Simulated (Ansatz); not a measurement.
`F[BH][AlH][F]` + `CC(=O)O` → `CC(=O)OBF` + `[F][AlH2]` at 600 K and 1 bar (cleavage of the B–Al bond).

Isolated molecules relaxed with PBE0-D4/def2-TZVP in Ansatz; ΔE leaves out vibrations. CCSD(T)/CBS adds triple-zeta CCSD(T) − MP2 to the extrapolated MP2 energy (def2 sets, frozen cores). This one scheme is used for every species. One conformer a species, not always the lowest.

| species | CCSD(T)/CBS energy (Eh) | H − E (kJ/mol) | S (J/(mol·K)) |
| --- | --- | --- | --- |
| `F[BH][AlH][F]` | -467.68823 | 108.1 | 387.2 |
| `CC(=O)O` | -228.87529 | 204.1 | 348.2 |
| `CC(=O)OBF` | -353.55713 | 235.3 | 426.1 |
| `[F][AlH2]` | -343.06661 | 68.4 | 279.9 |

H − E and S are ideal-gas, rigid-rotor, harmonic terms from PBE0-D4/def2-TZVP, for one conformer and one mirror image of each species. 1 Eh = 2625.50 kJ/mol, R = 8.31446 J/(mol·K).

Task: By hand: ΔE, ΔH, ΔS and ΔG.

Result: ΔE = (-353.55713) + (-343.06661) − (-467.68823) − (-228.87529) = -0.06022 Eh = -158.1 kJ/mol. Δ(H − E) = 235.3 + 68.4 − 108.1 − 204.1 = -8.5, so ΔH = -166.6 kJ/mol. ΔS = 426.1 + 279.9 − 387.2 − 348.2 = -29.4 J/(mol·K). ΔG = -166.6 − 600 × (-29.4)/1000 = -149.0 kJ/mol.

Task: By hand: the equilibrium constant, and the temperature at which ΔG would vanish if ΔH and ΔS stayed fixed.

Result: log₁₀ K = −ΔG/(RT ln 10) = 13.0. ΔG = 0 at ΔH/ΔS = 5667 K, far beyond where these terms or the molecules hold.

ΔH outweighs TΔS. A doubt of 5 kJ/mol in ΔE shifts log₁₀ K by 0.4 here. Other conformers and mirror images would add mixing entropy, several J/(mol·K) or more a flexible species. Modes under 60 cm⁻¹, often nearly free rotors, make the harmonic entropy too high. These are equilibria of isolated gas molecules and say nothing of rates. Largest T1 diagnostic: 0.015 (customary marks: 0.02 for closed shells, 0.045 for open ones).
